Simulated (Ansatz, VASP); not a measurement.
# SiGe5 in VASP and in Ansatz

```
Si Ge
1.0
     6.46970    0.00000    0.00000
     0.00000    6.46970    0.00000
     0.00000    0.00000    3.61571
Si Ge
1 5
Direct
  0.00000 0.00000 0.00000
  0.79412 0.79412 0.50000
  0.20588 0.20588 0.50000
  0.20588 0.79412 0.50000
  0.79412 0.20588 0.50000
  0.50000 0.50000 0.50000
```

Alike in both runs: functional PBE; k mesh 4 × 4 × 4; occupations gaussian, width 0.1 eV; no spin polarisation.

Ansatz relaxed the structure, and its values are those at the end. VASP's run is a single point on that final structure, the one shown.

|  | VASP | Ansatz |
| --- | --- | --- |
| version | VASP 6.6.1 | Ansatz 0.2.0 |
| potentials or method | VASP PAW PBE potentials, release 64 (Si, Ge_d) | scalar-relativistic, plane waves, PAW |
| plane-wave cutoff (eV) | 520 | 420 |
| valence electrons in the cell | 74 | 74 |

VASP gave:

| Quantity | Value |
| --- | --- |
| gap on the k mesh at the Fermi level (eV) | none |
| pressure (GPa) | 0.1 |
| rms of the force components (eV/Å) | 0.027 |

Question: Which values does Ansatz return?

Answer: gap on the k mesh at the Fermi level (eV): none; pressure (GPa): 0.1; rms of the force components (eV/Å): 0.025.

A gap of «none» marks a metal or a gap that the smearing closes.

Caveats: the k mesh is coarse (spacing up to 0.43 Å⁻¹), so the values aren't converged.
